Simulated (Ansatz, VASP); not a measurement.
## Two plane-wave programs on B

```
CELL_PARAMETERS angstrom
4.20178 0.00000 0.00000
0.00000 4.20178 0.00000
0.00000 0.00000 1.91869
ATOMIC_POSITIONS crystal
B 0.20213 0.50000 0.00000
B 0.79787 0.50000 0.00000
B 0.50000 0.20213 0.00000
B 0.50000 0.79787 0.00000
```

Alike in both runs: task relaxation of cell and atoms; functional PBE; k mesh 12 × 12 × 24; occupations gaussian, width 0.1 eV; no spin polarisation.

```csv
,VASP,Ansatz
version,VASP 6.6.1,Ansatz 0.2.0
potentials or method,"VASP PAW PBE potentials, release 64 (B)","scalar-relativistic, plane waves, PAW"
plane-wave cutoff (eV),600,420
valence electrons in the cell,12,12
```

```csv
,VASP,Ansatz,Ansatz less VASP
"gap on the k mesh at the Fermi level, each at its own relaxed structure (eV)",none,none,-
relaxed volume (Å³/atom),8.46,8.46,-0.002
relaxed cell length with the largest relative difference (Å),1.918,1.918,-0.0007
```

A gap of «none» marks a metal or a gap that the smearing closes.
